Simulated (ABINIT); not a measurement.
# Ge (Fd-3m) in ABINIT: notebook, part 2 of 2

ABINIT 10.8.3 (patched build). The steps go on from the part before.

### 3 Band structure, LDA-PZ

Input file run.abi:

```
# Datasets: ground state, then fixed potential
ndtset 2

# Pseudopotentials
pp_dirpath "./"
pseudos "Ge.upf"

# Structure
acell 7.5601949712 7.5601949712 7.5601949712
rprim
     0.0000000000     0.7071067812     0.7071067812
     0.7071067812     0.0000000000     0.7071067812
     0.7071067812     0.7071067812     0.0000000000
ntypat 1
znucl 32
natom 2
typat 1 1
xred
     0.7500000000     0.7500000000     0.7500000000
     0.5000000000     0.5000000000     0.5000000000

# Plane-wave basis
ecut 39.0

# Exchange and correlation
ixc 2

# Bands and occupations
occopt 3
tsmear 0.05 eV

# SCF cycle
nstep 100

# Output
iomode 3
prtwf 0
prteig 0
prtebands 0
enunit 1
prtden1 1
prtvha1 1
prtvclmb1 1
prtpot1 1
prtelf1 1

# Dataset 1
kptopt1 1
ngkpt1 8 8 8
nshiftk1 1
shiftk1 0.0 0.0 0.0
nband1 18
tolvrs1 1.0e-10

# Dataset 2: bands along G-X-W-K-G-L-U-W-L-K
iscf2 -2
getden2 1
nband2 22
nbdbuf2 2
tolwfr2 1.0e-12
kptopt2 -9
ndivsm2 5
prteig2 1
prtvol2 -3
kptbounds2
     0.0000000000     0.0000000000     0.0000000000
     0.5000000000     0.0000000000     0.5000000000
     0.5000000000     0.2500000000     0.7500000000
     0.3750000000     0.3750000000     0.7500000000
     0.0000000000     0.0000000000     0.0000000000
     0.5000000000     0.5000000000     0.5000000000
     0.6250000000     0.2500000000     0.6250000000
     0.5000000000     0.2500000000     0.7500000000
     0.5000000000     0.5000000000     0.5000000000
     0.3750000000     0.3750000000     0.7500000000
```

Potentials or basis: PseudoDojo NC SR LDA v0.4.1 standard.

Started as:

```console
$ abinit run.abi > log 2>&1
```

run.abo:

```text
.Version 10.8.3 of ABINIT
 DATASET    1 : space group Fd -3 m (#227); Bravais cF (face-center cubic)
================================================================================
 Values of the parameters that define the memory need for DATASET  1.
     intxc =       0    ionmov =       0      iscf =       7    lmnmax =       6
     lnmax =       6     mgfft =      45  mpssoang =       3    mqgrid =    3001
     natom =       2  nloc_mem =       1    nspden =       1   nspinor =       1
    nsppol =       1      nsym =      48    n1xccc =    2501    ntypat =       1
    occopt =       3   xclevel =       1
       mpw =        3584          nfft =       91125          nkpt =          29
================================================================================
================================================================================

 DATASET    2 : space group Fd -3 m (#227); Bravais cF (face-center cubic)
================================================================================
 Values of the parameters that define the memory need for DATASET  2.
     intxc =       0    ionmov =       0      iscf =      -2    lmnmax =       6
     lnmax =       6     mgfft =      45  mpssoang =       3    mqgrid =    3001
     natom =       2  nloc_mem =       1    nspden =       1   nspinor =       1
    nsppol =       1      nsym =      48    n1xccc =    2501    ntypat =       1
    occopt =       3   xclevel =       1
       mpw =        3590          nfft =       91125          nkpt =          87
================================================================================
================================================================================

--------------------------------------------------------------------------------
------------- Echo of variables that govern the present computation ------------
--------------------------------------------------------------------------------
 -outvars: echo values of preprocessed input variables --------
            acell      7.5601949712E+00  7.5601949712E+00  7.5601949712E+00 Bohr
              amu      7.26100000E+01
             ecut      3.90000000E+01 Hartree
           enunit           1
           getden1          0
           getden2          1
             iscf1          7
             iscf2         -2
              ixc           2
           jdtset        1    2
           kptopt1          1
           kptopt2         -9
         kptrlatt        8    0    0      0    8    0      0    0    8
          kptrlen1     6.04815598E+01
          kptrlen2     3.00000000E+01
            natom           2
            nband1         18
            nband2         22
           nbdbuf1          0
           nbdbuf2          2
           ndtset           2
           ndivsm1          0
           ndivsm2          5
            ngfft          45      45      45
             nkpt1         29
             nkpt2         87
            nstep         100
             nsym          48
           ntypat           1
           occopt           3
        prtebands           0
           prteig1          0
           prteig2          1
           prtelf1          1
           prtelf2          0
           prtpot1          1
           prtpot2          0
         prtvclmb1          1
         prtvclmb2          0
           prtvha1          1
           prtvha2          0
           prtvol1          0
           prtvol2         -3
            prtwf           0
[... 912 lines left out ...]
  9.73E-13  6.11E-13  3.92E-13  5.07E-13  4.81E-13  3.76E-13  2.99E-13  3.02E-13
  5.17E-13  8.76E-13  3.78E-13  9.02E-13  2.11E-13  4.28E-13  1.79E-13  1.82E-13
  4.24E-13  5.04E-13  6.35E-13  9.87E-13  5.22E-09  1.93E-06
 -7.7734E-01 -7.7675E-01 -7.7347E-01 -7.7131E-01 -7.7035E-01 -7.6986E-01
 -7.6966E-01 -7.6785E-01 -7.6436E-01 -7.6384E-01 -2.0495E-01 -1.6600E-01
 -1.8844E-02  4.4245E-02  1.8041E-01  2.8840E-01  4.0195E-01  4.1025E-01
  4.3795E-01  5.0134E-01  6.3344E-01  6.7894E-01

--- !ResultsGS
iteration_state: {dtset: 2, }
comment   : Summary of ground state results
lattice_vectors:
- [  0.0000000,   5.3458651,   5.3458651, ]
- [  5.3458651,   0.0000000,   5.3458651, ]
- [  5.3458651,   5.3458651,   0.0000000, ]
lattice_lengths: [   7.56019,    7.56019,    7.56019, ]
lattice_angles: [ 60.000,  60.000,  60.000, ] # degrees, (23, 13, 12)
lattice_volume:   3.0555120E+02
convergence: {deltae:  0.000E+00, res2:  0.000E+00, residm:  9.990E-13, diffor:  0.000E+00, }
etotal    :  -1.78455016E+02
entropy   :   0.00000000E+00
fermie    :   1.40054428E-01
cartesian_stress_tensor: null
pressure_GPa: null
xred      :
- [  7.5000E-01,   7.5000E-01,   7.5000E-01, Ge]
- [  5.0000E-01,   5.0000E-01,   5.0000E-01, Ge]
cartesian_forces: null
force_length_stats: {min: null, max: null, mean: null, }
...

 Integrated electronic density in atomic spheres:
 ------------------------------------------------
 Atom  Sphere_radius  Integrated_density
    1        2.00000         11.57569068
    2        2.00000         11.57935504
================================================================================

 ----iterations are completed or convergence reached----

 Mean square residual over all n,k,spin=   50.853E-14; max=  99.901E-14
 reduced coordinates (array xred) for    2 atoms
       0.750000000000      0.750000000000      0.750000000000
       0.500000000000      0.500000000000      0.500000000000

 cartesian coordinates (angstrom) at end:
    1      4.24336499721219     4.24336499721219     4.24336499721219
    2      2.82890999814146     2.82890999814146     2.82890999814146
 length scales=  7.560194971200  7.560194971200  7.560194971200 bohr
              =  4.000682886028  4.000682886028  4.000682886028 angstroms
 Eigenvalues (   eV  ) for nkpt=  87  k points:
 kpt#   1, nband= 22, wtk=  1.00000, kpt=  0.0000  0.0000  0.0000 (reduced coord)
 -21.10156  -21.10156  -21.10156  -21.06484  -21.06484  -20.85426  -20.85426  -20.85426
 -20.84141  -20.84141   -8.98268    3.64796    3.83376    3.83376    3.83376    6.36783
   6.36783    6.36783   10.04538   13.34803   13.34803   14.56439
 kpt#   2, nband= 22, wtk=  1.00000, kpt=  0.0357  0.0000  0.0357 (reduced coord)
 -21.10267  -21.10206  -21.10206  -21.06411  -21.06241  -20.85964  -20.85351  -20.85351
 -20.84208  -20.83765   -8.96188    3.05058    3.73099    3.73099    4.42403    6.29352
   6.49662    6.49662   10.16671   12.92955   13.36980   14.60759
 kpt#   3, nband= 22, wtk=  1.00000, kpt=  0.0714  0.0000  0.0714 (reduced coord)
 -21.10518  -21.10352  -21.10352  -21.06191  -21.05594  -20.86991  -20.85131  -20.85131
 -20.84409  -20.83219   -8.89954    2.36983    3.47177    3.47177    5.07724    6.09715
   6.83361    6.83361   10.50369   12.20482   13.43510   14.73742
 kpt#   4, nband= 22, wtk=  1.00000, kpt=  0.1071  0.0000  0.1071 (reduced coord)
 -21.10779  -21.10583  -21.10583  -21.05828  -21.04675  -20.88208  -20.84780  -20.84780
 -20.84740  -20.82795   -8.79580    1.69094    3.13753    3.13753    5.68660    5.83213
   7.29649    7.29649   11.00146   11.49803   13.54399   14.95448
 kpt#   5, nband= 22, wtk=  1.00000, kpt=  0.1429  0.0000  0.1429 (reduced coord)
[... 317 lines left out ...]
 -20.80237  -20.78816   -6.22502   -3.95186   -0.25393    1.61466    5.27680    8.73297
   9.67242    9.86038   12.17262   13.55450   15.51574   17.36004
 kpt#  85, nband= 22, wtk=  1.00000, kpt=  0.4028  0.4028  0.6944 (reduced coord)
 -21.15228  -21.13572  -21.05011  -20.97756  -20.97464  -20.95989  -20.93012  -20.89166
 -20.80072  -20.78583   -5.99824   -4.11413   -0.47009    1.45278    5.13958    8.94331
   9.75352   10.23842   11.95936   13.43510   16.41126   17.63423
 kpt#  86, nband= 22, wtk=  1.00000, kpt=  0.3889  0.3889  0.7222 (reduced coord)
 -21.15292  -21.13635  -21.04790  -20.97711  -20.96838  -20.95905  -20.93824  -20.89346
 -20.79969  -20.78481   -5.76332   -4.32626   -0.55161    1.31414    5.01095    8.41869
  10.40749   10.76203   11.80973   13.44092   17.12871   17.96950
 kpt#  87, nband= 22, wtk=  1.00000, kpt=  0.3750  0.3750  0.7500 (reduced coord)
 -21.15238  -21.13648  -21.04712  -20.98839  -20.96219  -20.94886  -20.94344  -20.89427
 -20.79935  -20.78507   -5.57707   -4.51706   -0.51276    1.20396    4.90912    7.84781
  10.93767   11.16346   11.91722   13.64204   17.23675   18.47503

== END DATASET(S) ==============================================================
================================================================================

 -outvars: echo values of variables after computation  --------
            acell      7.5601949712E+00  7.5601949712E+00  7.5601949712E+00 Bohr
           etotal1    -1.7845501592E+02
            fcart1     7.3782342600E-31  1.4756468520E-31 -6.3944696920E-31
                      -7.3782342600E-31 -1.4756468520E-31  6.3944696920E-31
            rprim      0.0000000000E+00  7.0710678120E-01  7.0710678120E-01
                       7.0710678120E-01  0.0000000000E+00  7.0710678120E-01
                       7.0710678120E-01  7.0710678120E-01  0.0000000000E+00
           strten1     4.5068887007E-05  4.5068887007E-05  4.5068887007E-05
                       0.0000000000E+00  0.0000000000E+00  0.0000000000E+00
           xangst      4.2433649972E+00  4.2433649972E+00  4.2433649972E+00
                       2.8289099981E+00  2.8289099981E+00  2.8289099981E+00
             xred      7.5000000000E-01  7.5000000000E-01  7.5000000000E-01
                       5.0000000000E-01  5.0000000000E-01  5.0000000000E-01
 Calculation completed.
```

Run time: 2.7 min. Hardware: 1 thread of Intel Xeon Platinum 8488C (Sapphire Rapids), shared host; peak memory 0.17 GiB.

What came out:

| Property | Result |
| --- | --- |
| Free energy | -4856.0084 eV |
| Pressure | -1.3 GPa |
| Band gap on the k mesh | none (metal or under the smearing width) |
| Valence electrons inside the program's atomic spheres | Ge 11.58 (radii [1.0584] Å) |

Levels at the corners of the path, in eV from the Fermi level:
| point | band 10 | band 11 | band 12 | band 13 | band 14 | band 15 | band 16 | band 17 | band 18 | band 19 |
| --- | --- | --- | --- | --- | --- | --- | --- | --- | --- | --- |
| Γ | -24.65 | -12.79 | -0.16 | 0.02 | 0.02 | 0.02 | 2.56 | 2.56 | 2.56 | 6.23 |
| X | -24.61 | -8.92 | -8.92 | -3.05 | -3.05 | 0.69 | 0.69 | 9.43 | 9.43 | 11.45 |
| W | -24.60 | -8.82 | -8.82 | -3.89 | -3.89 | 4.27 | 4.27 | 4.68 | 4.68 | 10.95 |
| K | -24.60 | -9.39 | -8.33 | -4.32 | -2.61 | 1.10 | 4.04 | 7.13 | 7.35 | 8.11 |
| Γ | -24.65 | -12.79 | -0.16 | 0.02 | 0.02 | 0.02 | 2.56 | 2.56 | 2.56 | 6.23 |
| L | -24.62 | -10.71 | -7.62 | -1.38 | -1.38 | 0.07 | 3.74 | 3.74 | 7.01 | 10.42 |
| U | -24.60 | -9.39 | -8.33 | -4.32 | -2.61 | 1.10 | 4.04 | 7.13 | 7.35 | 8.11 |
| W | -24.60 | -8.82 | -8.82 | -3.89 | -3.89 | 4.27 | 4.27 | 4.68 | 4.68 | 10.95 |
| L | -24.62 | -10.71 | -7.62 | -1.38 | -1.38 | 0.07 | 3.74 | 3.74 | 7.01 | 10.42 |
| K | -24.60 | -9.39 | -8.33 | -4.32 | -2.61 | 1.10 | 4.04 | 7.13 | 7.35 | 8.11 |

Caveat: this crystal is a semiconductor, whose small gap the functional closes, so the metal is an error of the method.

### 4 Band structure, LDA-VWN

run.abi, as its differences from that of step 3:

```diff
@@ -25,3 +25,3 @@
 # Exchange and correlation
-ixc 2
+ixc -1007
 
@@ -41,6 +41,2 @@
 prtden1 1
-prtvha1 1
-prtvclmb1 1
-prtpot1 1
-prtelf1 1
 
@@ -61,5 +57,4 @@
 kptopt2 -9
-ndivsm2 5
+ndivsm2 8
 prteig2 1
-prtvol2 -3
 kptbounds2
```

Started as:

```console
$ abinit run.abi > log 2>&1
```

It took 4.8 min on 1 thread of Intel Xeon Platinum 8488C (Sapphire Rapids), shared host; peak memory 0.23 GiB.

It converged, with:

| Item | Value |
| --- | --- |
| Free energy | -4856.8586 eV |
| Pressure | -1.4 GPa |
| Band gap on the k mesh | none (metal or under the smearing width) |
| Valence electrons inside the program's atomic spheres | Ge 11.58 (radii [1.0584] Å) |

Levels at the corners of the path, in eV from the Fermi level:
| point | band 10 | band 11 | band 12 | band 13 | band 14 | band 15 | band 16 | band 17 | band 18 | band 19 |
| --- | --- | --- | --- | --- | --- | --- | --- | --- | --- | --- |
| Γ | -24.67 | -12.79 | -0.17 | 0.02 | 0.02 | 0.02 | 2.56 | 2.56 | 2.56 | 6.24 |
| X | -24.63 | -8.92 | -8.92 | -3.05 | -3.05 | 0.69 | 0.69 | 9.43 | 9.43 | 11.45 |
| W | -24.61 | -8.82 | -8.82 | -3.89 | -3.89 | 4.27 | 4.27 | 4.68 | 4.68 | 10.95 |
| K | -24.61 | -9.39 | -8.33 | -4.32 | -2.61 | 1.10 | 4.04 | 7.13 | 7.35 | 8.11 |
| Γ | -24.67 | -12.79 | -0.17 | 0.02 | 0.02 | 0.02 | 2.56 | 2.56 | 2.56 | 6.24 |
| L | -24.64 | -10.71 | -7.62 | -1.38 | -1.38 | 0.07 | 3.75 | 3.75 | 7.02 | 10.42 |
| U | -24.61 | -9.39 | -8.33 | -4.32 | -2.61 | 1.10 | 4.04 | 7.13 | 7.35 | 8.11 |
| W | -24.61 | -8.82 | -8.82 | -3.89 | -3.89 | 4.27 | 4.27 | 4.68 | 4.68 | 10.95 |
| L | -24.64 | -10.71 | -7.62 | -1.38 | -1.38 | 0.07 | 3.75 | 3.75 | 7.02 | 10.42 |
| K | -24.61 | -9.39 | -8.33 | -4.32 | -2.61 | 1.10 | 4.04 | 7.13 | 7.35 | 8.11 |

Caveat: this crystal is a semiconductor, whose small gap the functional closes, so the metal is an error of the method.

### 5 Band structure, BP86

run.abi, as its differences from that of step 4:

```diff
@@ -1,5 +1,3 @@
-# Datasets: ground state, then fixed potential
 ndtset 2
 
-# Pseudopotentials
 pp_dirpath "./"
@@ -7,4 +5,3 @@
 
-# Structure
-acell 7.5601949712 7.5601949712 7.5601949712
+acell 4.0006828887 4.0006828887 4.0006828887 Angstrom
 rprim
@@ -21,9 +18,6 @@
 
-# Plane-wave basis
 ecut 39.0
 
-# Exchange and correlation
-ixc -1007
+ixc -106132
 
-# Bands and occupations
 occopt 3
@@ -31,6 +25,4 @@
 
-# SCF cycle
 nstep 100
 
-# Output
 iomode 3
@@ -39,6 +31,4 @@
 prtebands 0
-enunit 1
 prtden1 1
 
-# Dataset 1
 kptopt1 1
@@ -50,3 +40,2 @@
 
-# Dataset 2: bands along G-X-W-K-G-L-U-W-L-K
 iscf2 -2
@@ -57,4 +46,5 @@
 kptopt2 -9
-ndivsm2 8
+ndivsm2 5
 prteig2 1
+prtvol2 -3
 kptbounds2
```

Potentials or basis: PseudoDojo NC SR PBE v0.4.1 standard.

Started as:

```console
$ abinit run.abi > log 2>&1
```

Run time: 3.6 min. Hardware: 1 thread of Intel Xeon Platinum 8488C (Sapphire Rapids), shared host; peak memory 0.17 GiB.

Results (log left out):

| Property | Result |
| --- | --- |
| Free energy | -4866.3748 eV |
| Pressure | 4.1 GPa |
| Band gap on the k mesh | none (metal or under the smearing width) |
| Valence electrons inside the program's atomic spheres | Ge 11.57 (radii [1.0584] Å) |

Levels at the corners of the path, in eV from the Fermi level:
```
point  band 11  band 12  band 13  band 14  band 15  band 16  band 17  band 18
    Γ   -12.81    -0.08    -0.03    -0.03    -0.03     2.54     2.54     2.54
    X    -8.93    -8.93    -3.09    -3.09     0.76     0.76     9.45     9.45
    W    -8.84    -8.84    -3.90    -3.90     4.29     4.29     4.73     4.73
    K    -9.41    -8.34    -4.33    -2.65     1.16     4.08     7.18     7.35
    Γ   -12.81    -0.08    -0.03    -0.03    -0.03     2.54     2.54     2.54
    L   -10.73    -7.63    -1.43    -1.43     0.14     3.74     3.74     7.18
    U    -9.41    -8.34    -4.33    -2.65     1.16     4.08     7.18     7.35
    W    -8.84    -8.84    -3.90    -3.90     4.29     4.29     4.73     4.73
    L   -10.73    -7.63    -1.43    -1.43     0.14     3.74     3.74     7.18
    K    -9.41    -8.34    -4.33    -2.65     1.16     4.08     7.18     7.35
```

Caveat: the potentials were made for another functional, which shifts forces and pressure; this crystal is a semiconductor, whose small gap the functional closes, so the metal is an error of the method.

### 6 The runs side by side

| level | potentials or basis | cutoff (eV) | fine-grid cutoff | gap on the mesh (eV) | pressure (GPa) |
| --- | --- | --- | --- | --- | --- |
| BP86 | JTH PAW PBE v2.0 | 544 | 1088.46 eV | none | - |
| LDA-PZ | PseudoDojo NC SR LDA v0.4.1 standard | 1061 | - | none | -1.3 |
| LDA-VWN | PseudoDojo NC SR LDA v0.4.1 standard | 1061 | - | none | -1.4 |
| BP86 | PseudoDojo NC SR PBE v0.4.1 standard | 1061 | - | none | 4.1 |

Alike in all rows: task band structure; no spin polarisation; cell as given; k mesh 8 × 8 × 8; smearing fermi-dirac 0.05 eV.

Caveats: this crystal is a semiconductor, whose small gap the functional closes, so the metal is an error of the method; the PAW data sets were made with another functional, which shifts forces and pressure a little (some runs); the potentials were made for another functional, which shifts forces and pressure (some runs).

Total energies depend on the potentials used, so only differences within one code and one set of settings carry meaning.

### 7 Comparison with measurements

Step 2. A measured gap of Ge is 0.807 eV (direct; 300 K; “Electronic and optical properties of SixGe1-x-ySny alloys lattice-matched to Ge”, 2021, arxiv:2109.02782); the calculated 0.00 eV misses it by -0.81 eV. 3 values of this kind are on record (0.666 to 0.807 eV); this one was drawn at random among those near their median. Spin-orbit coupling on Ge is left out. The value is that of BP86 on a finite k mesh, which can miss the band edges, without temperature or zero-point motion.

Step 3. Against the measured gap of Ge, 0.744 eV (indirect; 0 K; “Temperature-dependent photoluminescence in Ge: experiment and theory”, 2020, arxiv:2003.00143), the calculated 0.00 eV is off by -0.74 eV. 3 values of this kind are on record (0.666 to 0.807 eV); this one was drawn at random among those near their median. Spin-orbit coupling on Ge is left out. The value is that of LDA-PZ on a finite k mesh, which can miss the band edges, without temperature or zero-point motion. Semilocal functionals fall short of measured gaps as a rule.

Step 4. Measured gap of Ge: 0.666 eV (indirect; 293 K; “Electronic and optical properties of SixGe1-x-ySny alloys lattice-matched to Ge”, 2021, arxiv:2109.02782). This calculation gives 0.00 eV (-0.67 eV). 3 values of this kind are on record (0.666 to 0.807 eV); this one was drawn at random among those near their median. Spin-orbit coupling on Ge is left out. The value is that of LDA-VWN on a finite k mesh, which can miss the band edges, without temperature or zero-point motion. Semilocal functionals fall short of measured gaps as a rule.

Step 5. A measured gap of Ge is 0.807 eV (direct; 300 K; “Electronic and optical properties of SixGe1-x-ySny alloys lattice-matched to Ge”, 2021, arxiv:2109.02782); the calculated 0.00 eV misses it by -0.81 eV. 3 values of this kind are on record (0.666 to 0.807 eV); this one was drawn at random among those near their median. Spin-orbit coupling on Ge is left out. The value is that of BP86 on a finite k mesh, which can miss the band edges, without temperature or zero-point motion.
